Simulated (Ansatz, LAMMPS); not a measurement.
# Amorphous SiO2 (84 atoms): relaxation and levels of theory

Which bonds does the relaxation leave, and how do the Kohn-Sham gap, forces and pressure change with k-mesh and functional?

Calculated with Ansatz 0.2.0: Kohn-Sham DFT, PBE, PAW (set soft_2), plane waves; cutoff 420 eV, Γ point, fermi-dirac smearing of 0.025 eV.

**The cell**

Density at the start: 2.20 g/cm³. The cell holds 84 atoms: 28 Si and 56 O. Its edges and angles: a = 10.829 Å, b = 10.829 Å, c = 10.829 Å, α = 90.0°, β = 90.0°, γ = 90.0°. 84 atoms (28 Si, 56 O) placed at random at 2.2 g/cm³, melted at 5000 K for 10 ps at fixed volume with the Morse and Coulomb pair potential with partial charges (Pedone, Malavasi, Menziani, Cormack and Segre, J. Phys. Chem. B 110, 11780 (2006)). Quenched from 5000 K to 300 K at 50 K/ps and fixed volume, held 5 ps, then minimised at fixed cell.

Cell and atoms were relaxed with PBE. The walk converged after 8 steps by the program's count, with a largest force component of 0.00648 eV/Å; it began at an r.m.s. force component of 0.79 eV/Å. The edges went from 10.829, 10.829, 10.829 to 10.670, 10.803, 10.547 Å, and the volume from 15.117 to 14.470 Å³ an atom (-4.3 %).

The input of the reference single point:

```yaml
crystal:
  lattice:
    - [10.66997, 0.02259, 0.0101]
    - [0.02259, 10.80215, 0.10207]
    - [0.0101, 0.10207, 10.54691]
  atoms:
    - { symbol: Si, position: [0.18818, 0.62897, 0.07541] }
    - { symbol: Si, position: [0.98157, 0.40992, 0.13626] }
    - { symbol: Si, position: [0.06069, 0.52115, 0.7047] }
    - { symbol: Si, position: [0.55506, 0.3301, 0.48838] }
    [... 78 atom lines left out ...]
    - { symbol: O, position: [0.92219, 0.99764, 0.65677] }
    - { symbol: O, position: [0.42662, 0.93874, 0.97532] }
kpoints:
  mp_grid: { grid: [1, 1, 1] }
hamiltonian:
  xc: pbe
scf:
  occupations: { method: fermi_dirac, width: 0.025 }
output:
  forces: true
  stress: true
  populations: true
  dos:
    method: { smearing: { sigma: 0.08 } }
    de: 0.05
    projected: { site_lists: { O: [O], Si: [Si] } }
  eigenvalues: true
  write_density: true
  write_potential: true
  volumetric_format: npy
```

**Bonds after relaxation**

Bonds by pair of elements; cutoffs follow the first minimum of g(r), held within bounds set by covalent radii, and pairs that aren't listed don't count as bonded (cutoffs were set anew for this text, so counts can differ from the run's own analysis):

| pair A-B | cutoff (Å) | bonds | mean length (Å) | spread (Å) | shortest (Å) | B about A | A about B |
| --- | --- | --- | --- | --- | --- | --- | --- |
| O-Si | 2.08 | 112 | 1.64 | 0.017 | 1.59 | 2 | 4 |

How many atoms have how many bonded neighbours:

| element | mean | 2 | 4 |
| --- | --- | --- | --- |
| O | 2 | 56 | 0 |
| Si | 4 | 0 | 28 |

**Beside experiment**

Measured values to set the calculation against. The density of pristine, uncompressed silica glass was measured at room temperature as a reference for densified samples (“Siliceous zeolite-derived topology of amorphous silica”, 2023, PMC10710485): density 2.2 g/cm³. A silica glass plate was measured by high-energy x-ray diffraction at 20 K and the Si-O distance was taken from the first PDF peak (“Polyhedral units and network connectivity in calcium aluminosilicate glasses from high-energy x-ray diffraction”, 2000, arxiv:cond-mat/0007490): nearest Si–O distance 1.61 Å; number of O about Si 4. The nearest silicon-silicon distance in amorphous silica was obtained by fitting a symmetric peak to the measured radial distribution (as quoted in “New insights into the origin of the first sharp diffraction peak in amorphous silica from an analysis of chemical and radial ordering”, 2024, arxiv:2403.10632): nearest Si–Si distance 3.08 Å; nearest O–O distance 2.63 Å. The mean Si-O-Si angle was obtained by reanalysing earlier high-energy photon diffraction data in combination with published neutron diffraction data on silica glass (“Bond angle distribution in amorphous germania and silica”, 1996, arxiv:chem-ph/9603004): Si–O–Si angle 148.3 °.

Calculation beside experiment:

| quantity | measured | this cell | difference | method of the measurement |
| --- | --- | --- | --- | --- |
| density | 2.2 g/cm³ | 2.30 g/cm³ | +4.5 % | tabulated bulk density |
| nearest Si–O distance | 1.61 Å | 1.64 Å | +1.6 % | high-energy XRD, PDF Gaussian fit |
| nearest Si–Si distance | 3.08 Å | 3.08 Å | +0.0 % | diffraction, Gaussian radial peak fit |
| nearest O–O distance | 2.63 Å | 2.65 Å | +0.8 % | diffraction, Gaussian radial peak fit |
| number of O about Si | 4 | 4 | +0.0 % | high-energy XRD, PDF Gaussian fit |
| Si–O–Si angle | 148.3 ° | 141 ° | -4.9 % | x-ray and neutron diffraction, model fit |

The cell differs from the measured distances by up to 1.6 %, neighbour counts by up to 0.0 %, angles by up to 4.9 % and density by up to 4.5 %. Distances of this cell are positions of the first main peak of g(r), or bond means where the peak is narrow; means over all bonds within a cutoff lie farther out for broad shells. The network comes from the model that made the cell; DFT moved the atoms only locally, and no bond changed. Our coordination numbers hang on a cutoff, and experiments count neighbours in their own ways.

**Levels of theory**

Single points at the relaxed geometry:

| functional | k-mesh | Kohn-Sham gap (eV) | pressure (GPa) | r.m.s. force component (eV/Å) | SCF cycles | time |
| --- | --- | --- | --- | --- | --- | --- |
| PBE | 1×1×1 | 5.296 | -0.02 | 0.002 | 8 | 12 s |
| PBE | 2×2×2 | 5.252 | -0.01 | 0.004 | 8 | 98 s |
| HSE06 | 1×1×1 | 7.127 | -4.79 | 0.195 | 15 | 2.8 min |
| r2SCAN | 1×1×1 | 5.990 | -4.71 | 0.161 | 9 | 34 s |
| PBEsol | 1×1×1 | 5.246 | -2.46 | 0.059 | 8 | 11 s |

The gap is that between the highest filled and lowest empty Kohn-Sham level on the run's k-points. Cutoffs: 420 eV for PBE, HSE06 and PBEsol; 500 eV for r2SCAN. Times come from shared hosts and are rough.

**Findings**

By these cutoffs 100 % of O atoms have 2 and 100 % of Si atoms have 4 neighbours. The Kohn-Sham gap is 5.30 eV with PBE on the 1×1×1 mesh and 5.25 eV on 2×2×2. On the 1×1×1 mesh HSE06 changes the gap by +1.83 eV against PBE. Carrying that shift over to the 2×2×2 mesh gives 5.25 + 1.83 = 7.08 eV, an estimate that takes the shift to be alike at all k-points. On the reference's mesh the gap changes with r2SCAN by +0.69 eV and PBEsol by -0.05 eV. Against the reference the pressure changes with HSE06 by -4.8 GPa, r2SCAN by -4.7 GPa and PBEsol by -2.4 GPa; a negative change means a smaller volume than PBE would take. The denser mesh moves the energy by -0.6 meV/atom and the pressure by +0.01 GPa.

Limits: All single points share the geometry relaxed with PBE. The volume changed by -4.3 % on relaxing; in so small a cell, on this mesh and at this cutoff, the relaxed density is rough. One sample; tail or defect levels can set the gap of a disordered cell. The quench rate of 50 K/ps is many orders above laboratory rates, so the cell is likely richer in defects and strain than a real sample. The network of bonds at the start is that of the classical potential that made the cell, and needn't be the one that DFT or experiment would give. In some runs the program notes that the exchange-correlation potential is rough where the density is thin, the exchange threshold is loose for the stress and the SCF threshold is loose for the stress.

[Logs are printed without paths, hosts, clocks, repeated set-up lines and the standing remarks that a program may print on its own settings, such as how far it seeks lower states.]

[Hosts, paths, dates, database ids (printed as entryN), source tags and the programs' standing remarks are cut or masked in the printed files.]
